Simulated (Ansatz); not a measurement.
## Nuclear-site quantities of In as the cell is scaled

```yaml
crystal:
  lattice:
    - [-1.62615, 1.62615, 2.47395]
    - [1.62615, -1.62615, 2.47395]
    - [1.62615, 1.62615, -2.47395]
  atoms:
    - { symbol: In, position: [0.00000, 0.00000, 0.00000] }
```

The conventional cell has a = 3.252 Å, b = 3.252 Å, c = 4.948 Å, α = 90.00°, β = 90.00°, γ = 90.00°. Around In (atom 1) lie 12 In at 3.25 to 3.38 Å.

The cell is COD entry 9017523, as deposited and not checked against the literature; nothing was relaxed.

No spin–orbit coupling, which matters for the heavy atoms here.

Theory: DFT, PBE, all-electron PAW with datasets made for the crystal, scalar-relativistic in Ansatz 0.2.0.

Numerical set-up: a Γ-centred 12×12×14 k mesh, Fermi–Dirac smearing of 0.05 eV, cutoff 260 eV (chosen by the program for this cell), no spin polarisation; this mesh doesn't keep the crystal's whole symmetry, which leaves small spurious terms.

The contact density is the mean electron density over the nuclear volume; its changes follow the s electrons' response to bonding and compression. Changes below are taken from the unscaled cell, where it is 1.13302e+06 e/Å³ at In.

Volumes at which the program chose other datasets or cutoffs are left out.

The datasets are made afresh for each cell, so very small changes are uncertain.

Q: Does compression raise or lower the contact density at In?

A: It lowers it, by 3.50 e/Å³ over the whole range.

Q: Tabulate the changes with volume.

A: 
| V/V(cell) | P (GPa) | Δρ(0) In (e/Å³) |
| --- | --- | --- |
| 0.9400 | 5.3 | -3.00 |
| 0.9405 | 5.3 | -2.98 |
| 0.9600 | 4.1 | -2.02 |
| 0.9800 | 3.0 | -1.01 |
| 0.9900 | 2.5 | -0.51 |
| 1.0000 | 2.0 | 0.00 |
| 1.0100 | 1.6 | 0.50 |
